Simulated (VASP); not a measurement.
GaN:

```
Ga N
1.0
     3.18000    0.00000    0.00000
    -1.59000    2.75396    0.00000
     0.00000    0.00000    5.16600
Ga N
2 2
Cartesian
  0.0000 1.8360 0.0000
  1.5900 0.9180 2.5830
  0.0000 1.8360 1.9373
  1.5900 0.9180 4.5203
```

Base run:

```yaml
Program: VASP 6.6.1
Functional: PBEsol
Potentials_or_basis: VASP PAW PBE potentials, release 64 (Ga_d, N)
Cutoff: 520 eV
k_mesh: 8 × 8 × 5
Occupations: fermi-dirac, width 0.02 eV
Spin: no spin polarisation
```

Its results: band gap on the k mesh 1.93 eV, direct; pressure 0.8 GPa; largest force 0.131 eV/Å.

Problem. The run is repeated on the same cell with these changes: functional from PBEsol to LDA; potentials or basis from VASP PAW PBE potentials, release 64 (Ga_d, N) to VASP PAW LDA potentials, release 64 (Ga_d, N). What comes out?

Solution. Band gap on the k mesh 1.99 eV, direct; pressure -3.5 GPa; largest force 0.128 eV/Å.

Caveats: an odd mesh through Γ misses points on the zone boundary, where band edges often lie; the PAW data sets were made with another functional, which shifts forces and pressure a little (some runs).

Not every run made on this cell is shown here.
